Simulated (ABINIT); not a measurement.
# In (P6_3/mmc) in ABINIT: notebook

One crystal, In, is run at these levels: PBE, LDA, PBEsol, RPBE; tasks: single point.

Everything below comes from runs of ABINIT 10.8.3 (patched build). Logs are shortened: lines on timing, memory, paths and dates and some standing lists are left out, and cuts for length are marked. The log counts tension as positive stress, the text compression.

### Step 1. Starting point

Symmetry: P6_3/mmc, No. 194, hexagonal system. The conventional cell has a = 3.335 Å, b = 3.335 Å, c = 5.509 Å, α = 90.00°, β = 90.00°, γ = 120.00°. In (site symmetry -6m2) is surrounded by 12 In at 3.34 to 3.36 Å.

This isn't the form of In at room conditions, which is tetragonal.

### Step 2. Single point, PBE

Contents of run.abi:

```
# Pseudopotentials
pp_dirpath "./"
pseudos "In.GGA_PBE-JTH.xml"

# Structure
acell 6.3031527308 6.3031527309 10.4107713002
rprim
     1.0000000000     0.0000000000     0.0000000000
    -0.5000000000     0.8660254038     0.0000000000
     0.0000000000     0.0000000000     1.0000000000
ntypat 1
znucl 49
natom 2
typat 1 1
xred
     0.6666666667     0.3333333333     0.7500000000
     0.3333333333     0.6666666667     0.2500000000

# Plane-wave basis
ecut 707.496042 eV
pawecutdg 48.0
pawxcdev 0

# k points
kptopt 1
ngkpt 9 9 5
nshiftk 1
shiftk 0.0 0.0 0.0

# Exchange and correlation
ixc 11

# Bands and occupations
nband 17
occopt 3
tsmear 0.00183747

# SCF cycle
nstep 100
tolvrs 1.0e-9

# Output
iomode 3
prtwf 0
prtden 0
prteig 0
prtebands 0
enunit 1
```

Potentials or basis: JTH PAW PBE v2.0.

Command:

```console
$ abinit run.abi > log 2>&1
```

run.abo:

```text
.Version 10.8.3 of ABINIT
 Symmetries : space group P6_3/m m c (#194); Bravais hP (primitive hexag.)
================================================================================
 Values of the parameters that define the memory need of the present run
     intxc =       0    ionmov =       0      iscf =      17    lmnmax =      18
     lnmax =       6     mgfft =      48  mpssoang =       3    mqgrid =    3247
     natom =       2  nloc_mem =       2    nspden =       1   nspinor =       1
    nsppol =       1      nsym =      24    n1xccc =       1    ntypat =       1
    occopt =       3   xclevel =       2
       mpw =        2283          nfft =       43200          nkpt =          36
 PAW method is used; the additional fine FFT grid is defined by:
   mgfftf=        72    nfftf =    115200
================================================================================
================================================================================

--------------------------------------------------------------------------------
------------- Echo of variables that govern the present computation ------------
--------------------------------------------------------------------------------
 -outvars: echo values of preprocessed input variables --------
            acell      6.3031527308E+00  6.3031527309E+00  1.0410771300E+01 Bohr
              amu      1.14820000E+02
             ecut      2.60000000E+01 Hartree
           enunit           1
              ixc          11
         kptrlatt        9    0    0      0    9    0      0    0    5
          kptrlen      5.20538565E+01
            natom           2
            nband          17
            ngfft          30      30      48
          ngfftdg          40      40      72
             nkpt          36
            nstep         100
             nsym          24
           ntypat           1
           occopt           3
        pawecutdg      4.80000000E+01 Hartree
         pawxcdev           0
           prtden           0
        prtebands           0
           prteig           0
            prtwf           0
            rprim      1.0000000000E+00  0.0000000000E+00  0.0000000000E+00
                      -5.0000000000E-01  8.6602540380E-01  0.0000000000E+00
                       0.0000000000E+00  0.0000000000E+00  1.0000000000E+00
          spgroup         194
           tolvrs      1.00000000E-09
           tsmear      1.83747000E-03 Hartree
            typat      1  1
           useylm           1
           xangst      1.6677423898E+00  9.6287151776E-01  4.1318571872E+00
                      -1.7639282173E-11  1.9257430355E+00  1.3772857291E+00
            xcart      3.1515763654E+00  1.8195634630E+00  7.8080784752E+00
                      -3.3333412365E-11  3.6391269260E+00  2.6026928251E+00
             xred      6.6666666667E-01  3.3333333333E-01  7.5000000000E-01
                       3.3333333333E-01  6.6666666667E-01  2.5000000000E-01
            znucl       49.00000

================================================================================

 chkinp: Checking input parameters for consistency.
[... 114 lines left out ...]
    1      -0.000000000000      0.000000000000      0.000000000000
    2       0.000000000000     -0.000000000000      0.000000000000

 cartesian coordinates (angstrom) at end:
    1      1.66774238984995     0.96287151775649     4.13185718718853
    2     -0.00000000001764     1.92574303551298     1.37728572906284

 cartesian forces (hartree/bohr) at end:
    1      0.00000000000000     0.00000000000000    -0.00000000000000
    2     -0.00000000000000    -0.00000000000000    -0.00000000000000
 frms,max,avg= 7.9283150E-29 1.2815707E-28   0.000E+00  0.000E+00  0.000E+00 h/b

 cartesian forces (eV/Angstrom) at end:
    1      0.00000000000000     0.00000000000000    -0.00000000000000
    2     -0.00000000000000    -0.00000000000000    -0.00000000000000
 frms,max,avg= 4.0769035E-27 6.5901014E-27   0.000E+00  0.000E+00  0.000E+00 e/A
 length scales=  6.303152730800  6.303152730900 10.410771300200 bohr
              =  3.335484779718  3.335484779770  5.509142916251 angstroms
 Fermi (or HOMO) energy (eV) =   5.78778   Average Vxc (eV)= -10.17840
 Eigenvalues (   eV  ) for nkpt=  36  k points:
 kpt#   1, nband= 17, wtk=  0.00247, kpt=  0.0000  0.0000  0.0000 (reduced coord)
  -8.95351   -8.89902   -8.87321   -8.87321   -8.84690   -8.84690   -8.77433   -8.77433
  -8.59626   -8.59626   -3.72351    1.29122    2.37236   14.10843   14.10843   15.91279
  15.98026
 prteigrs : prtvol=0 or 1, do not print more k-points.

--- !EnergyTerms
iteration_state     : {dtset: 1, }
comment             : Components of total free energy in Hartree
kinetic             :  2.79277653901616E+01
hartree             :  3.82878386753193E+01
xc                  : -1.51131085400125E+01
Ewald energy        : -8.65905105060494E+01
psp_core            :  3.72318849063001E+00
local_psp           : -1.06538781609422E+02
PAW spherical_terms :  2.22270370784449E+01
internal            : -1.16076571020928E+02
'-kT*entropy'       : -5.05495904363573E-04
total_energy        : -1.16077076516833E+02
total_energy_eV     : -3.15861816340382E+03
...

--- !EnergyTermsDC
iteration_state     : {dtset: 1, }
comment             : '"Double-counting" decomposition of free energy'
band_energy         : -6.03108174569478E+00
Ewald energy        : -8.65905105060494E+01
psp_core            :  3.72318849063001E+00
xc_dc               : -4.39712439105297E+01
PAW spherical_terms :  1.67930850482870E+01
internal            : -1.16076562623357E+02
'-kT*entropy'       : -5.05495904363573E-04
total_energy_dc     : -1.16077068119261E+02
total_energy_dc_eV  : -3.15861793489427E+03
...

--- !EnergyTermsWithPAWCore
iteration_state     : {dtset: 1, }
comment             : 'Components of total free energy, including PAW core contributions'
Total energy        : -1.17634435575260E+04
Total energy DC     : -1.17634435491284E+04
Total energy (eV)   : -3.20099606226636E+05
Total energy DC (eV): -3.20099605998127E+05
...

 Cartesian components of stress tensor (hartree/bohr^3)
  sigma(1 1)= -3.58572782E-05  sigma(3 2)=  0.00000000E+00
  sigma(2 2)= -3.58572789E-05  sigma(3 1)=  0.00000000E+00
  sigma(3 3)= -2.63012119E-05  sigma(2 1)=  9.48763835E-14

-Cartesian components of stress tensor (GPa)         [Pressure=  9.6124E-01 GPa]
- sigma(1 1)= -1.05495755E+00  sigma(3 2)=  0.00000000E+00
- sigma(2 2)= -1.05495757E+00  sigma(3 1)=  0.00000000E+00
- sigma(3 3)= -7.73808370E-01  sigma(2 1)=  2.79135957E-09

== END DATASET(S) ==============================================================
================================================================================

 -outvars: echo values of variables after computation  --------
            acell      6.3031527308E+00  6.3031527309E+00  1.0410771300E+01 Bohr
           etotal     -1.1607706812E+02
            fcart      1.2815706702E-28  4.9327678094E-29 -0.0000000000E+00
                      -1.2815706702E-28 -4.9327678094E-29 -0.0000000000E+00
            rprim      1.0000000000E+00  0.0000000000E+00  0.0000000000E+00
                      -5.0000000000E-01  8.6602540380E-01  0.0000000000E+00
                       0.0000000000E+00  0.0000000000E+00  1.0000000000E+00
           strten     -3.5857278156E-05 -3.5857278857E-05 -2.6301211911E-05
                       0.0000000000E+00  0.0000000000E+00  9.4876383479E-14
           xangst      1.6677423898E+00  9.6287151776E-01  4.1318571872E+00
                      -1.7639282173E-11  1.9257430355E+00  1.3772857291E+00
             xred      6.6666666667E-01  3.3333333333E-01  7.5000000000E-01
                       3.3333333333E-01  6.6666666667E-01  2.5000000000E-01
 Calculation completed.
```

Run time: 31 s. Hardware: 1 thread of Intel Xeon Platinum 8375C at 2.90GHz (Ice Lake), shared host; peak memory 0.14 GiB.

What came out:

```yaml
Free_energy: -3158.6179 eV
Pressure: 1.0 GPa
Band_gap_on_the_k_mesh: none (metal or under the smearing width)
Valence_electrons_inside_the_program's_atomic_spheres: In 11.11 (radii [1.3264] Å)
```

Levels at points of the mesh, in eV from the Fermi level:
| k point | band 11 | band 12 | band 13 | band 14 | band 15 | band 16 |
| --- | --- | --- | --- | --- | --- | --- |
| (0.00, 0.00, 0.00) | -9.51 | -4.50 | -3.42 | 8.32 | 8.32 | 10.13 |

### Step 3. Single point, LDA

Edit run.abi of step 2 so:

```diff
@@ -21,3 +21,2 @@
 pawecutdg 48.0
-pawxcdev 0
 
@@ -30,3 +29,3 @@
 # Exchange and correlation
-ixc 11
+ixc 7
```

Potentials or basis: JTH PAW PBE v2.0.

Command:

```console
$ abinit run.abi > log 2>&1
```

It took 29 s on 1 thread of Intel Xeon Platinum 8375C at 2.90GHz (Ice Lake), shared host; peak memory 0.13 GiB.

It converged, with:

| Quantity | Value |
| --- | --- |
| Free energy | -3165.2623 eV |
| Pressure | -3.4 GPa |
| Band gap on the k mesh | none (metal or under the smearing width) |
| Valence electrons inside the program's atomic spheres | In 11.12 (radii [1.3264] Å) |

Stress tensor (GPa, compression positive):
```
-3.52  0.00  0.00
 0.00 -3.52  0.00
 0.00  0.00 -3.25
```

Levels at points of the mesh, in eV from the Fermi level:
| k point | band 9 | band 10 | band 11 | band 12 | band 13 | band 14 | band 15 | band 16 | band 17 |
| --- | --- | --- | --- | --- | --- | --- | --- | --- | --- |
| (0.00, 0.00, 0.00) | -14.23 | -14.23 | -9.52 | -4.55 | -3.36 | 8.24 | 8.24 | 10.07 | 10.12 |

Caveat: the PAW data sets were made with another functional, which shifts forces and pressure a little.

### Step 4. Single point, PBEsol

Edit run.abi of step 3 so:

```diff
@@ -21,2 +21,3 @@
 pawecutdg 48.0
+pawxcdev 0
 
@@ -29,3 +30,3 @@
 # Exchange and correlation
-ixc 7
+ixc -116133
```

Potentials or basis: JTH PAW PBE v2.0.

Command:

```console
$ abinit run.abi > log 2>&1
```

run.abo:

```text
.Version 10.8.3 of ABINIT
 Symmetries : space group P6_3/m m c (#194); Bravais hP (primitive hexag.)
================================================================================
 Values of the parameters that define the memory need of the present run
     intxc =       0    ionmov =       0      iscf =      17    lmnmax =      18
     lnmax =       6     mgfft =      48  mpssoang =       3    mqgrid =    3247
     natom =       2  nloc_mem =       2    nspden =       1   nspinor =       1
    nsppol =       1      nsym =      24    n1xccc =       1    ntypat =       1
    occopt =       3   xclevel =       2
       mpw =        2283          nfft =       43200          nkpt =          36
 PAW method is used; the additional fine FFT grid is defined by:
   mgfftf=        72    nfftf =    115200
================================================================================
================================================================================

--------------------------------------------------------------------------------
------------- Echo of variables that govern the present computation ------------
[... 225 lines left out ...]
- sigma(2 2)=  1.88787068E+00  sigma(3 1)=  0.00000000E+00
- sigma(3 3)=  2.09237939E+00  sigma(2 1)=  2.81827472E-09

== END DATASET(S) ==============================================================
================================================================================

 -outvars: echo values of variables after computation  --------
            acell      6.3031527308E+00  6.3031527309E+00  1.0410771300E+01 Bohr
           etotal     -1.1607980606E+02
            fcart      4.2719022339E-29  1.2331919523E-28 -0.0000000000E+00
                      -4.2719022339E-29 -1.2331919523E-28 -0.0000000000E+00
            rprim      1.0000000000E+00  0.0000000000E+00  0.0000000000E+00
                      -5.0000000000E-01  8.6602540380E-01  0.0000000000E+00
                       0.0000000000E+00  0.0000000000E+00  1.0000000000E+00
           strten      6.4167420937E-05  6.4167420229E-05  7.1118529830E-05
                       0.0000000000E+00  0.0000000000E+00  9.5791210677E-14
           xangst      1.6677423898E+00  9.6287151776E-01  4.1318571872E+00
                      -1.7639282173E-11  1.9257430355E+00  1.3772857291E+00
             xred      6.6666666667E-01  3.3333333333E-01  7.5000000000E-01
                       3.3333333333E-01  6.6666666667E-01  2.5000000000E-01
 Calculation completed.
```

Wall time 35 s (1 thread of Intel Xeon Platinum 8375C at 2.90GHz (Ice Lake), shared host); peak memory 0.14 GiB.

What came out:

| Quantity | Value |
| --- | --- |
| Free energy | -3158.6924 eV |
| Pressure | -2.0 GPa |
| Band gap on the k mesh | none (metal or under the smearing width) |
| Valence electrons inside the program's atomic spheres | In 11.10 (radii [1.3264] Å) |

Stress tensor (GPa, compression positive):
```
-1.89  0.00  0.00
 0.00 -1.89  0.00
 0.00  0.00 -2.09
```

Caveat: the PAW data sets were made with another functional, which shifts forces and pressure a little.

### Step 5. Single point, RPBE

Edit run.abi of step 4 so:

```diff
@@ -30,3 +30,3 @@
 # Exchange and correlation
-ixc -116133
+ixc 15
```

Command:

```console
$ abinit run.abi > log 2>&1
```

It took 31 s on 1 thread of Intel Xeon Platinum 8375C at 2.90GHz (Ice Lake), shared host; peak memory 0.14 GiB.

The run converged. Its results:

```yaml
Free_energy: -3156.3765 eV
Pressure: 2.6 GPa
Band_gap_on_the_k_mesh: none (metal or under the smearing width)
Valence_electrons_inside_the_program's_atomic_spheres: In 11.10 (radii [1.3264] Å)
```

Stress tensor (GPa, compression positive):
```
2.74 0.00 0.00
0.00 2.74 0.00
0.00 0.00 2.30
```

Levels at points of the mesh, in eV from the Fermi level:
| k point | band 10 | band 11 | band 12 | band 13 | band 14 | band 15 | band 16 | band 17 |
| --- | --- | --- | --- | --- | --- | --- | --- | --- |
| (0.00, 0.00, 0.00) | -14.45 | -9.51 | -4.48 | -3.43 | 8.35 | 8.35 | 10.15 | 10.22 |

Caveat: the PAW data sets were made with another functional, which shifts forces and pressure a little.

### Step 6. Overview

```tsv
level	gap on the mesh (eV)	pressure (GPa)
PBE	none	1.0
LDA	none	-3.4
PBEsol	none	-2.0
RPBE	none	2.6
```

Alike in all rows: task single point; potentials or basis JTH PAW PBE v2.0; no spin polarisation; cell as given; k mesh 9 × 9 × 5; cutoff (eV) 707; smearing fermi-dirac 0.05 eV.

Every run on the cell as given and a fine mesh finds a metal. The pressure there spans -3.4 GPa (LDA) to 2.6 GPa (RPBE); a positive pressure means that this level wants a larger cell, a negative one a smaller.

Caveats: the PAW data sets were made with another functional, which shifts forces and pressure a little (some runs).

Total energies depend on the potentials used, so only differences within one code and one set of settings carry meaning.
